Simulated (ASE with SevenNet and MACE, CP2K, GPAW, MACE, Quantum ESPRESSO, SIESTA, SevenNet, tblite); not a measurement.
# Running graphene armchair nanoribbon, H-capped (84 atoms) with machine-learned potentials

How do the settings of machine-learned potentials change the result for graphene armchair nanoribbon, H-capped (84 atoms)? A plane-wave run serves as the yardstick.

Calculated with ASE with SevenNet and MACE; the method is named at each step.

## (1) The structure

The cell holds 84 atoms: 72 C and 12 H. Its edges and angles: a = 12.783 Å, b = 25.418 Å, c = 10.000 Å, α = 90.0°, β = 90.0°, γ = 90.0°. It derives from C (graphene). Graphene (a = 2.46 Å), rectangular cell with x along the armchair direction; strip nominally 15 Å wide, 3 periods, edges capped with H, 10 Å of vacuum; minimised with a classical potential. Then every atom was moved at random, 0.02 Å r.m.s. a Cartesian component (hydrogen 0.6 of that). Regions: sheet, 72 atoms (72 C); hydrogen, 12 atoms (12 H). Vacuum lies along b and c. The structure's axis is a.

The yardstick, on the same geometry:

```
method                                           : Kohn-Sham DFT, PBE, SSSP efficiency 1.3.0 pseudopotentials, plane waves (Quantum ESPRESSO 7.5); sssp-pbe-1.3.0-efficiency, cutoffs 60/480 Ry, Γ point
r.m.s. force component                           : 1.395 eV/Å
longest force                                    : 6.256 eV/Å
gap (highest filled to lowest empty level) : 0.5207 eV
time                                             : 53 min on 1 thread of Arm Neoverse N1, shared host
CPU time                                         : 53 min
```

## (2) SevenNet 0 potential

Method: machine-learned interatomic potential SevenNet 0, trained on PBE(+U) plane-wave data.

Contents of run.py:

```python
import numpy as np
from ase.io import read
import mlip  # loads the published weights by name

atoms = read("structure.xyz")
atoms.calc = mlip.calc("7net-0")
energy = atoms.get_potential_energy()
forces = atoms.get_forces()
print(f"energy {energy:.6f} eV")
print("forces (eV/A)")
for i, (a, f) in enumerate(zip(atoms, forces)):
    print(f"{i:4d} {a.symbol:2s} {f[0]:10.5f} {f[1]:10.5f} {f[2]:10.5f}")
```

Contents of structure.xyz:

```xyz
84
Lattice="12.78253 0.00000 0.00000 0.00000 25.41794 0.00000 0.00000 0.00000 10.00000" Properties=species:S:1:pos:R:3 pbc="T T T"
C 0.69000 7.27055 5.01290
C 1.45043 6.09548 4.97680
C 2.81561 6.13767 4.99960
C 3.61643 7.28809 5.00910
C 0.69269 9.68042 5.00000
C 1.40301 8.48222 5.00700
C 2.86099 8.48934 5.00100
C 3.56403 9.69364 4.99810
C 0.72694 12.08623 5.00330
C 1.42576 10.92438 5.02620
C 2.80398 10.89820 5.01220
C 3.60148 12.09564 4.99860
C 0.70994 14.50373 4.98840
C 1.42615 13.33857 5.02500
C 2.82941 13.27350 5.01920
C 3.57003 14.50780 5.00920
C 0.67032 16.93699 5.01290
C 1.42512 15.75023 4.99660
C 2.83018 15.72837 5.00300
C 3.52964 16.94741 5.00490
C 0.69895 19.30467 5.00810
C 1.39304 18.12477 5.03090
C 2.87875 18.15629 5.01470
C 3.59061 19.31636 5.04460
C 4.94313 7.28809 5.01000
C 5.74766 6.11708 5.00490
C 7.09891 6.08810 4.97980
C 7.85346 7.26165 4.99350
C 4.94121 9.71423 5.01760
C 5.67787 8.51984 4.96930
C 7.10594 8.52594 4.96580
C 7.84541 9.69720 5.02100
C 4.95873 12.07123 4.98500
C 5.71532 10.88244 4.99570
C 7.07551 10.92336 5.00950
C 7.82035 12.08140 5.02760
C 5.00756 14.54415 4.96960
C 5.65947 13.28265 5.01410
C 7.11271 13.34696 5.00410
C 7.82176 14.53245 5.00640
C 4.99912 16.92606 4.97980
C 5.67838 15.72989 5.00930
C 7.12843 15.68414 5.01690
C 7.79389 16.91869 5.03460
C 4.93291 19.28967 5.01130
C 5.67723 18.15731 5.02550
C 7.08101 18.16442 4.95220
C 7.79364 19.29755 5.01570
C 9.20969 7.29622 4.98200
C 10.01703 6.12115 5.00990
C 11.34360 6.13589 5.00400
C 12.08601 7.29469 4.98000
C 9.25979 9.71219 4.98990
C 9.94864 8.50611 4.98440
C 11.35472 8.49264 5.03510
C 12.05904 9.68296 4.99210
[... 24 atom lines left out ...]
H 9.56082 5.10189 5.00030
H 11.75469 5.13188 4.98510
H 9.63189 20.30512 5.01090
H 11.67441 20.27259 5.01320
```

On the command line:

```
OMP_NUM_THREADS=1 python run.py > output.txt
```

The program printed:

```text
energy -698.973389 eV
forces (eV/A)
   0 C     1.03277   -0.21897   -0.30260
   1 C     0.56235    0.15453    0.22902
   2 C     0.17225   -1.77396   -0.07150
   3 C    -4.69337    0.08819   -0.00125
   4 C     0.07454    0.77204    0.06684
   5 C     1.45175    0.03864    0.03369
   6 C    -0.77959   -0.44645    0.01608
   7 C    -2.10126    0.60309    0.15247
   8 C    -1.11911    2.42530    0.23595
   9 C    -0.59726   -2.27855   -0.21548
  10 C     2.75671    0.31812   -0.03975
  11 C    -3.82298   -0.88308    0.06744
  12 C     1.74575    2.32215    0.31471
  13 C     0.22936   -2.96740   -0.23976
  14 C     1.60511    2.03580   -0.02048
  15 C    -0.55441    0.05728   -0.24083
  16 C     1.90000   -0.16059    0.20642
  17 C    -0.51679   -1.26650   -0.05697
  18 C     0.07626   -0.41791    0.04600
  19 C     2.41664   -0.63228   -0.17878
  20 C    -1.12828    0.73264    0.18155
  21 C     2.01609    0.86675   -0.23716
  22 C    -2.91215   -0.59989    0.23135
  23 C    -0.27777    0.53779   -0.27661
[...]
76 H     0.08014    0.65994    0.02213
  77 H     0.65382   -0.75596   -0.04306
  78 H     0.50559    0.01651   -0.01516
  79 H    -0.55339   -0.04264    0.05926
  80 H    -0.02145    0.85701    0.04203
  81 H     0.66175    0.02240    0.03936
  82 H     0.46719    0.56767    0.00064
  83 H    -0.76503    0.74143    0.00821
```

Wall time 15 s (1 thread of Arm Neoverse N1, shared host); peak memory 0.81 GiB.

Banners, paths, timers and routine set-up lines are dropped from the logs unmarked, and long logs keep their key lines alone; longer cuts are marked.

Compared with the plane-wave run:

| Quantity | Value |
| --- | --- |
| r.m.s. force component | 1.185 eV/Å |
| r.m.s. difference of force components | 341.5 meV/Å |
| longest difference of force vectors | 1333 meV/Å |
| force difference over r.m.s. force | 24.47 % |
| slope of forces against the reference's | 0.8308 |
| correlation of force components | 0.9781 |

Length of the force difference by element (eV/Å):

| element | atoms | mean | most |
| --- | --- | --- | --- |
| C | 72 | 0.56 | 1.3 |
| H | 12 | 0.076 | 0.16 |

A closer look about C25, which bears the longest force: 10 atoms, nearest first, numbered in the order of the input, with positions taken from that point.

| atom | x | y | z | distance (Å) | bonds | Fx | Fy | Fz (eV/Å) |
| --- | --- | --- | --- | --- | --- | --- | --- | --- |
| C25 | 0.00 | 0.00 | 0.00 | 0.00 | 3 | 5.05 | 0.09 | -0.18 |
| C4 | -1.33 | 0.00 | 0.00 | 1.33 | 3 | -4.69 | 0.09 | 0.00 |
| C26 | 0.80 | -1.17 | -0.01 | 1.42 | 3 | -1.46 | -1.26 | -0.04 |
| C30 | 0.73 | 1.23 | -0.04 | 1.43 | 3 | -0.24 | -0.94 | 0.27 |
| H77 | 0.32 | -2.17 | 0.00 | 2.19 | 1 | 0.08 | 0.66 | 0.02 |
| C7 | -2.08 | 1.20 | -0.01 | 2.40 | 3 | -0.78 | -0.45 | 0.02 |
| C3 | -2.13 | -1.15 | -0.01 | 2.42 | 3 | 0.17 | -1.77 | -0.07 |
| C29 | 0.00 | 2.43 | 0.01 | 2.43 | 3 | 2.29 | -0.41 | -0.33 |
| C27 | 2.16 | -1.20 | -0.03 | 2.47 | 3 | -0.15 | 0.26 | 0.17 |
| C31 | 2.16 | 1.24 | -0.04 | 2.49 | 3 | 0.44 | -1.92 | 0.28 |

Atoms are counted from 1 here, from 0 in the log.

Forces lie 24 % from the reference's, at 0.0039 times its CPU time.

The difference per atom is largest on C (0.56 eV/Å on average, against 0.076 on H).

## (3) MACE MPA-0 medium potential

Method: machine-learned interatomic potential MACE MPA-0 medium, trained on PBE(+U) plane-wave data.

run.py: that of step 2 with these lines changed.

```diff
@@ -5,3 +5,3 @@
 atoms = read("structure.xyz")
-atoms.calc = mlip.calc("7net-0")
+atoms.calc = mlip.calc("mace-mpa-0-medium")
 energy = atoms.get_potential_energy()
```

structure.xyz is that of step 2.

The program printed:

```text
energy -698.686198 eV
forces (eV/A)
   0 C     1.12815    0.13388   -0.26073
   1 C     0.64921    0.38631    0.19676
   2 C     0.06289   -1.54711   -0.04742
   3 C    -4.98982    0.17995    0.00707
   4 C     0.19321    0.53974    0.07011
   5 C     1.21727   -0.08322    0.01586
   6 C    -0.60638   -0.23568    0.02449
   7 C    -1.57237    0.51446    0.11172
   8 C    -0.99200    1.82025    0.17545
   9 C    -0.49507   -1.74564   -0.17234
  10 C     2.26832    0.08279   -0.04064
  11 C    -3.23869   -0.77743    0.07107
  12 C     1.36105    1.81463    0.24736
  13 C     0.23679   -2.36047   -0.18172
  14 C     1.46777    1.84796   -0.04869
  15 C    -0.52546    0.22198   -0.19680
  16 C     1.71517   -0.10934    0.16305
  17 C    -0.35573   -1.06645   -0.00601
  18 C     0.14361   -0.19748    0.01630
  19 C     2.08369   -0.62167   -0.11702
  20 C    -1.34378    0.45704    0.14133
  21 C     1.96699    0.71760   -0.18342
  22 C    -2.80484   -0.95199    0.16865
  23 C    -0.29003    0.28265   -0.22654
[...]
76 H    -0.02737    0.65545    0.02636
  77 H     0.81713   -0.76319   -0.04009
  78 H     0.69178    0.03251   -0.01961
  79 H    -0.71664   -0.03763    0.06311
  80 H    -0.12820    0.80318    0.04538
  81 H     0.80686   -0.01162    0.03845
  82 H     0.64466    0.61862   -0.00285
  83 H    -0.97547    0.83708    0.00771
```

Elapsed: 14 s, on 1 thread; peak memory 0.83 GiB.

Numbers from this run, and their distance from the reference:

```yaml
r_m_s_force_component: 1.081 eV/Å
r_m_s_difference_of_force_components: 409 meV/Å
longest_difference_of_force_vectors: 1676 meV/Å
force_difference_over_r_m_s_force: 29.31 %
slope_of_forces_against_the_reference_s: 0.7573
correlation_of_force_components: 0.9772
```

Against the first run (24 %), the force difference from the reference is 29 %, at 1.0 times the CPU time.

The difference per atom is largest on C (0.67 eV/Å on average, against 0.13 on H).

## (4) MACE MP-0b2 small potential

Method: machine-learned interatomic potential MACE MP-0b2 small, trained on PBE(+U) plane-wave data.

run.py: that of step 3 with these lines changed.

```diff
@@ -5,3 +5,3 @@
 atoms = read("structure.xyz")
-atoms.calc = mlip.calc("mace-mpa-0-medium")
+atoms.calc = mlip.calc("mace-mp-0b2-small")
 energy = atoms.get_potential_energy()
```

structure.xyz is that of step 3.

The program printed:

```text
energy -699.027078 eV
forces (eV/A)
   0 C     1.15846   -0.14084   -0.24981
   1 C     0.46760    0.51849    0.18151
   2 C     0.20728   -1.44398   -0.04429
   3 C    -4.28281   -0.06591    0.01241
   4 C     0.06434    0.52879    0.06379
   5 C     1.26741   -0.06129    0.02021
   6 C    -0.77206   -0.21435    0.01632
   7 C    -1.46073    0.43806    0.13826
   8 C    -0.83390    1.76108    0.19889
   9 C    -0.46300   -1.57213   -0.19412
  10 C     2.11073    0.19714   -0.03456
  11 C    -2.98848   -0.78983    0.06574
  12 C     1.32043    1.64732    0.27716
  13 C     0.23610   -2.24282   -0.20628
  14 C     1.34624    1.65514   -0.03309
  15 C    -0.60152    0.12297   -0.19605
  16 C     1.61826   -0.01461    0.19381
  17 C    -0.37622   -1.07475   -0.02795
  18 C     0.00542   -0.22871    0.01953
  19 C     2.23206   -0.50162   -0.14543
  20 C    -1.10163    0.26234    0.14791
  21 C     1.65841    0.94706   -0.17946
  22 C    -2.40406   -0.55504    0.17641
  23 C    -0.41910   -0.01777   -0.21719
[...]
76 H     0.14404    0.60093    0.01782
  77 H     0.68046   -0.84610   -0.03036
  78 H     0.48948    0.10273   -0.01004
  79 H    -0.54829    0.04431    0.05285
  80 H     0.08950    0.77607    0.03479
  81 H     0.59239   -0.05649    0.02828
  82 H     0.51549    0.72927    0.00054
  83 H    -0.77306    0.94778    0.00614
```

Run time: 12 s. Hardware: 1 thread; peak memory 0.67 GiB.

Compared with the plane-wave run:

| Item | Value |
| --- | --- |
| r.m.s. force component | 0.9921 eV/Å |
| r.m.s. difference of force components | 477.9 meV/Å |
| longest difference of force vectors | 1882 meV/Å |
| force difference over r.m.s. force | 34.25 % |
| slope of forces against the reference's | 0.6941 |
| correlation of force components | 0.9762 |

Against the first run (24 %), the force difference from the reference is 34 %, at 0.86 times the CPU time.

The difference per atom is largest on C (0.79 eV/Å on average, against 0.11 on H).

## (5) All runs compared

Differences are against the plane-wave reference, forces as r.m.s. over components; share is that over the reference's r.m.s. force, slope the least-squares factor from reference forces to these. Total energies of different programs have different zeros and aren't compared.

| run | Δ force, r.m.s. (meV/Å) | share (%) | slope | cores | CPU time | memory (GiB) |
| --- | --- | --- | --- | --- | --- | --- |
| reference | - | - | - | 1 | 53 min | 9.2 |
| SevenNet 0 potential | 341 | 24.5 | 0.831 | 1 | 13 s | 0.81 |
| MACE MPA-0 medium potential | 409 | 29.3 | 0.757 | 1 | 13 s | 0.83 |
| MACE MP-0b2 small potential | 478 | 34.3 | 0.694 | 1 | 11 s | 0.67 |

Times of the machine-learned potentials are mostly Python's start and the loading of weights.

CPU time is summed over cores on a shared host, where runs went side by side, so it is rough. Symmetry, cutoffs, thresholds, outputs and thread counts weren't matched or tuned between programs; memory under MPI is the largest rank's times the ranks.

## (6) Outcome

```yaml
nearest_in_forces: SevenNet 0 potential, 24 %
its_cpu_time: 13 s
```

In words: Machine-learned potentials differ by 24 % (SevenNet 0 potential) to 34 % (MACE MP-0b2 small potential); they were trained on other programs' data. Among those trained on PBE data the slope goes as low as 0.69, which softening far from their training structures can give, though the reference's k-sampling is untested too. Machine-learned potentials mimic data converged in k, so the reference's own k-point error enters their differences. The runs have no spin polarisation, so any moments at edges, vacancies or dangling bonds can't form. The electronic-structure runs sample only Γ, in a cell whose periodic width is 13 Å.

[Also dropped from logs without a mark: logging warnings of Python, and SIESTA's first energy breakdown and zero terms.]

[Logs are printed without paths, hosts, clocks, repeated set-up lines and the standing remarks that a program may print on its own settings, such as how far it seeks lower states.]

[Hosts, paths, dates, database ids (printed as entryN), source tags and the programs' standing remarks are cut or masked in the printed files.]
